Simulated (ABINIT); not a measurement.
Wanted: the native input for an ABINIT 10.8.3 (patched build) run.

```yaml
Task: equation of state
Functional: PBEsol
Potentials_or_basis: PseudoDojo NC SR PBEsol v0.4.1 standard
Cutoff: 1116 eV
k_mesh: 11 × 11 × 11
Occupations: fermi-dirac, width 0.05 eV
Spin: no spin polarisation
```

Nb:

```xyz
1
Lattice="-1.6640 1.6640 1.6640 1.6640 -1.6640 1.6640 1.6640 1.6640 -1.6640" Properties=species:S:1:pos:R:3 pbc="T T T"
Nb    0.0000    0.0000    0.0000
```

The input as run:

run.abi

```
# Datasets: one volume each
ndtset 7
getwfk -1
scalecart1 3*0.9795861087
scalecart2 3*0.9864848297
scalecart3 3*0.9932883884
scalecart4 3*1.0000000000
scalecart5 3*1.0066227096
scalecart6 3*1.0131594038
scalecart7 3*1.0196128224

# Pseudopotentials
pp_dirpath "./"
pseudos "Nb.upf"

# Structure
acell 2.8820459413 2.8820459413 2.8820459413 Angstrom
rprim
    -0.5773502692     0.5773502692     0.5773502692
     0.5773502692    -0.5773502692     0.5773502692
     0.5773502692     0.5773502692    -0.5773502692
ntypat 1
znucl 41
natom 1
typat 1
xred
     0.0000000000     0.0000000000     0.0000000000

# Plane-wave basis
ecut 41.0

# k points
kptopt 1
ngkpt 11 11 11
nshiftk 1
shiftk 0.0 0.0 0.0

# Exchange and correlation
ixc -116133

# Bands and occupations
nband 11
occopt 3
tsmear 0.05 eV

# SCF cycle
nstep 100
tolvrs 1.0e-10

# Output
iomode 3
prtwf 1
prtden 0
prteig 0
prtebands 0
enunit 1
```

Potentials or basis: PseudoDojo NC SR PBEsol v0.4.1 standard.

Launch:

```bash
$ abinit run.abi > log 2>&1
```

It gave:

```
Equilibrium volume                      : 17.61 Å³/atom
Bulk modulus                            : 181 GPa
Pressure derivative of the bulk modulus : 3.3
```

Caveat: pressures at fixed basis lie under the slope of the energies.

Wall time 120 s on 1 thread of Arm Neoverse V1, with other jobs on the host, peak memory 0.11 GiB.
